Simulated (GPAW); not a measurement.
ZnSe (Stilleite) in GPAW: the effect of strain hydrostatic

Crystal: ZnSe (Stilleite).

```
Se Zn
1.0
     0.00000    2.72045    2.72045
     2.72045    0.00000    2.72045
     2.72045    2.72045    0.00000
Se Zn
1 1
Cartesian
  4.0807 4.0807 4.0807
  0.0000 0.0000 0.0000
```

Alike in all runs:

| Item | Value |
| --- | --- |
| Program | GPAW 26.7.0 |
| Task | band structure |
| Functional | PBEsol |
| Potentials or basis | PAW data sets generated in the run's folder for this functional |
| Cutoff | 600 eV |
| Basis | pw |
| k mesh | 8 × 8 × 8 |
| Occupations | fermi-dirac, width 0.05 eV |
| Spin | no spin polarisation |
| Maxiter | 150 |
| Band path | GXWKGLUWLK,UX |
| Band points | 60 |

| strain hydrostatic | gap on the mesh (eV) | pressure (GPa) |
| --- | --- | --- |
| -0.04 | 1.68 | 8.6 |
| -0.02 | 1.42 | 3.0 |
| -0.01 | 1.30 | 0.8 |
| 0 | 1.18 | -1.2 |
| 0.01 | 1.06 | -2.8 |
| 0.02 | 0.95 | -4.3 |
| 0.04 | ? | ? |

Q: What does the run with strain hydrostatic 0.04 give?

A: gap on the mesh 0.74 eV; pressure -6.5 GPa.

Worked out: A straight line through the other rows of the gap on the mesh, of slope -12.2 eV per unit of strain hydrostatic, extrapolates to 0.70 eV, against the run's 0.74. A parabola through the other rows of the pressure, of slope -60.1 GPa per unit of strain hydrostatic there, extrapolates to -6.1 GPa, against the run's -6.5.

Caveats: the density grid can change from cell to cell, which puts small steps into energies and stress.

